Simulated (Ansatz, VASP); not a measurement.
**Bi2TeSe2: VASP beside Ansatz**

INCAR

```
SYSTEM = Bi2TeSe2
PREC = Accurate
ENCUT = 520
EDIFF = 1E-6
ISMEAR = 0
SIGMA = 0.05
LREAL = .FALSE.
LASPH = .TRUE.
NELM = 100
ALGO = Fast
ISIF = 2
LWAVE = .FALSE.
LCHARG = .FALSE.
GGA = PS
NBANDS = 32
```

Contents of KPOINTS:

```
regular mesh
0
G
  9 9 9
  0 0 0
```

File POSCAR:

```
Bi2TeSe2
1.0
    2.1218105610      1.2250278986     10.2464875018
   -2.1218105610      1.2250278986     10.2464875018
    0.0000000000     -2.4500557971     10.2464875018
Bi Te Se
2 1 2
Direct
    0.6065124400      0.6065124400      0.6065124400
    0.3967909400      0.3967909400      0.3967909400
    0.2149592200      0.2149592200      0.2149592200
    0.0024255800      0.0024255800      0.0024255800
    0.7793118300      0.7793118300      0.7793118300
```

Input for Ansatz:

```yaml
crystal:
  lattice:
    - [2.121810561, 1.2250278986, 10.2464875018]
    - [-2.121810561, 1.2250278986, 10.2464875018]
    - [0.0, -2.4500557971, 10.2464875018]
  atoms:
    - { symbol: Bi, position: [0.60651244, 0.60651244, 0.60651244] }
    - { symbol: Bi, position: [0.39679094, 0.39679094, 0.39679094] }
    - { symbol: Te, position: [0.21495922, 0.21495922, 0.21495922] }
    - { symbol: Se, position: [0.00242558, 0.00242558, 0.00242558] }
    - { symbol: Se, position: [0.77931183, 0.77931183, 0.77931183] }
basis:
  ecutwfc: 420
kpoints:
  mp_grid: { grid: [9, 9, 9] }
hamiltonian:
  xc: pbesol
scf:
  occupations: { method: gaussian, width: 0.05 }
output:
  forces: true
  stress: true
  eigenvalues: true
```

The cell comes from a database or a generator and needn't be the stable form of this composition.

Alike in both runs: task single point; functional PBEsol; k mesh 9 × 9 × 9; occupations gaussian, width 0.05 eV; no spin polarisation.

```csv
,VASP,Ansatz
version,VASP 6.6.1,Ansatz 0.2.0
potentials or method,"VASP PAW PBE potentials, release 64 (Bi_d, Te, Se)","scalar-relativistic, plane waves, PAW"
plane-wave cutoff (eV),520,420
valence electrons in the cell,48,78
```

|  | VASP | Ansatz | Ansatz less VASP |
| --- | --- | --- | --- |
| gap on the k mesh at the Fermi level (eV) | 0.51 | 0.52 | +0.008 |
| least direct gap on the mesh (eV) | 0.51 | 0.52 | +0.008 |
| pressure (GPa) | -1.4 | -1.4 | -0.03 |
| rms of the force components (eV/Å) | 0.037 | 0.033 | -0.0043 |

Atom by atom the forces differ by 0.008 eV/Å (rms over components). The two sets of potentials don't hold the same shells in valence.

Caveats: the PAW data sets were made with another functional, which shifts forces and pressure a little (VASP); spin-orbit coupling is left out, which as a rule narrows the gap of such compounds by several tenths of an eV; an odd mesh through Γ misses points on the zone boundary, where band edges often lie. PBEsol gaps usually lie below the measured ones, often by a third to a half.
